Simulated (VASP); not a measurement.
A run of VASP 6.6.1 is set up as follows.

File INCAR:

```
PREC = Accurate
ENCUT = 600
EDIFF = 1E-7
ISMEAR = 1
SIGMA = 0.1
LREAL = F
LASPH = T
NELM = 80
ALGO = Fast
ISIF = 4
LWAVE = F
LCHARG = F
GGA = PS
IBRION = 2
NSW = 40
EDIFFG = -0.01
```

KPOINTS

```
regular mesh
0
Gamma
  18 18 8
```

File POSCAR:

```
Si                                      
1.0
    2.6337798982      0.0000000000      0.0000000000
   -1.3168899491      2.2809202999      0.0000000000
    0.0000000000      0.0000000000      4.4612844970
  Si            
     2
Direct
     0.3333333300000021    0.6666666699999979    0.2500000000000000
     0.6666666699999979    0.3333333300000021    0.7500000000000000
```

Potentials or basis: VASP PAW PBE potentials, release 64 (Si).

The run is started by

```sh
$ cat potpaw_PBE.64/Si/POTCAR > POTCAR
$ mpirun -np 1 vasp_std > vasp.out
```

Task: Estimate the energy gained by relaxing.

Result: 0.0 meV/atom.

Task: Estimate the band gap on the k mesh.

Result: None (metal or under the smearing width).

Final structure:
```yaml
crystal:
  lattice:
    - [2.63260, 0.00000, 0.00000]
    - [-1.31630, 2.27990, 0.00000]
    - [0.00000, 0.00000, 4.46528]
  atoms:
    - { symbol: Si, position: [0.33333, 0.66667, 0.25000] }
    - { symbol: Si, position: [0.66667, 0.33333, 0.75000] }
```
